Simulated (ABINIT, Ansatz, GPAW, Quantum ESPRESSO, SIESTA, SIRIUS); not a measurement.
## Pb: programs and potentials compared

```xyz
1
Lattice="-1.9797 1.9797 1.9797 1.9797 -1.9797 1.9797 1.9797 1.9797 -1.9797" Properties=species:S:1:pos:R:3 pbc="T T T"
Pb    0.0000    0.0000    0.0000
```

This isn't the form of Pb at room conditions, which is fcc.

Alike in all runs: task single point; functional PBEsol; k mesh 9 × 9 × 9; occupations fermi-dirac, width 0.05 eV; no spin polarisation; no spin-orbit coupling. Pressure is positive in compression and, in plane waves, holds the error of the finite cutoff.

| program and potentials | plane-wave cutoff (eV) | notes | pressure (GPa) |
| --- | --- | --- | --- |
| Quantum ESPRESSO, GBRV 1.5 PBEsol | 612 | - | -2.15 |
| Ansatz, all-electron LAPW, scalar-relativistic | - | - | -1.95 |
| GPAW, PAW data sets generated for this functional | 600 | - | -2.22 |
| ABINIT, PseudoDojo NC SR PBEsol v0.4.1 standard | 762 | - | -1.92 |
| SIESTA, files PseudoDojo sr-pbesol-0.4.1-standard, DZP (energy shift 0.003 Ry; two zetas on semicore shells) | - | atomic basis | -1.60 |
| SIRIUS, PseudoDojo 0.4.1 PBEsol standard (scalar relativistic) | 765 | - | -1.93 |

The pressure spans -2.22 (GPAW, PAW data sets generated for this functional) to -1.60 GPa (SIESTA, files PseudoDojo sr-pbesol-0.4.1-standard, DZP (energy shift 0.003 Ry; two zetas on semicore shells)), with all-electron results at -1.95. Rows in atomic bases carry the error of their basis and grid, which can be large.

The functional is the same throughout but for its coding, so the spread measures potentials, basis and numerics; runs on potential files found faulty are left out.

All six runs give a negative pressure, so bcc lead at this volume is stretched and would contract at this level of theory. The two plane-wave runs with PseudoDojo potentials, at -1.92 and -1.93 GPa, nearly coincide with each other and lie close to the all-electron -1.95 GPa, which suggests that these potentials describe the valence and semicore response well at this volume. SIESTA uses the same potential family yet gives -1.60 GPa, so its offset probably comes from the localised basis and grid rather than from the potential. GBRV and GPAW deviate the other way, perhaps through their treatment of the 5d shell and core region or through residual cutoff error. Lead is a soft metal with weak 6p bonding, so even modest pressure errors shift its equilibrium volume more than they would in a stiff transition metal. The close agreement with the all-electron result doesn't validate the scalar-relativistic description itself, since spin-orbit coupling splits the 6p states strongly and can alter the cohesion and equilibrium volume.
